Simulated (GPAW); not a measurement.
MgB2:

```
CELL_PARAMETERS angstrom
3.08500 0.00000 0.00000
-1.54250 2.67169 0.00000
0.00000 0.00000 3.52300
ATOMIC_POSITIONS crystal
Mg 0.00000 0.00000 0.00000
B 0.66667 0.33333 0.50000
B 0.33333 0.66667 0.50000
```

```yaml
Program: GPAW 26.7.0
Task: relaxation of cell and atoms
Functional: TASK
Potentials_or_basis: GPAW PAW data sets (gpaw-data 1.2.1)
Cutoff: 800 eV
Basis: pw
k_mesh: 7 × 7 × 5
Occupations: fermi-dirac, width 0.05 eV
Spin: no spin polarisation
```

At the start: pressure 10.2 GPa; volume 9.68 Å³/atom.

Question: How do energy, volume and symmetry change on relaxing?

Answer: Over 8 steps the energy falls by 21.2 meV/atom and the volume is 10.36 Å³/atom (+7.0 %); space group P6/mmm (No. 191, to 0.05 Å).

Step by step:
```csv
step,energy change (eV),largest force (eV/Å),pressure (GPa),volume (Å³)
1,0.0000,0.0000,10.17,29.04
2,-0.0154,0.0000,8.66,29.29
3,-0.0618,0.0000,0.42,30.90
4,-0.0624,0.0000,0.02,31.00
5,-0.0632,0.0000,-0.37,31.11
6,-0.0637,0.0000,-0.38,31.14
7,-0.0637,0.0000,-0.14,31.10
8,-0.0637,0.0000,-0.02,31.07
```

Final structure:
```
Mg B
1.0
     3.14673    0.00000    0.00000
    -1.57336    2.72514    0.00000
     0.00000    0.00000    3.62299
Mg B
1 2
Direct
  0.00000 0.00000 0.00000
  0.66667 0.33333 0.50000
  0.33333 0.66667 0.50000
```

Caveat: later steps reuse the first step's grids; the PAW data sets were made with another functional, which shifts forces and pressure a little.
